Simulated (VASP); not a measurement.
As: band structure with PBE

Crystal: As.

```xyz
1
Lattice="2.7037 0.0000 0.0000 0.0000 2.7037 0.0000 0.0000 0.0000 2.7037" Properties=species:S:1:pos:R:3 pbc="T T T"
As    1.3518    1.3518    1.3518
```

This isn't the form of As at room conditions, which is rhombohedral.

- Program: VASP 6.6.1
- Task: band structure
- Functional: PBE
- Potentials or basis: VASP PAW PBE potentials, release 64 (As)
- Cutoff: 600 eV
- k mesh: 10 × 10 × 10
- Occupations: fermi-dirac, width 0.05 eV
- Spin: no spin polarisation
- Further INCAR settings: ALGO = Normal; EDIFF = 1e-06

```
Pressure                : 2.4 GPa
Band gap along the path : none (metal or under the smearing width)
```

Levels at the corners of the path, in eV from the Fermi level:
| point | band 1 | band 2 | band 3 | band 4 | band 5 | band 6 |
| --- | --- | --- | --- | --- | --- | --- |
| Γ | -14.94 | 4.19 | 4.19 | 4.19 | 8.53 | 8.53 |
| X | -11.80 | -6.90 | 6.49 | 6.49 | 11.21 | 14.17 |
| X | -11.80 | -6.90 | 6.49 | 6.49 | 11.21 | 14.17 |
| M | -8.52 | -4.23 | -4.23 | 2.55 | 8.66 | 16.50 |
| M | -8.52 | -4.23 | -4.23 | 2.55 | 8.66 | 16.50 |
| Γ | -14.94 | 4.19 | 4.19 | 4.19 | 8.53 | 8.53 |
| Γ | -14.94 | 4.19 | 4.19 | 4.19 | 8.53 | 8.53 |
| R | -4.89 | -1.79 | -1.79 | -1.79 | 5.98 | 5.98 |
| R | -4.89 | -1.79 | -1.79 | -1.79 | 5.98 | 5.98 |
| X | -11.80 | -6.90 | 6.49 | 6.49 | 11.21 | 14.17 |
| M | -8.52 | -4.23 | -4.23 | 2.55 | 8.66 | 16.50 |
| R | -4.89 | -1.79 | -1.79 | -1.79 | 5.98 | 5.98 |

Wall time 14 s on 1 thread of Intel(R) Xeon(R) Platinum 8375C CPU @ 2.90GHz (Ice Lake), on a shared host, peak memory 0.14 GiB.
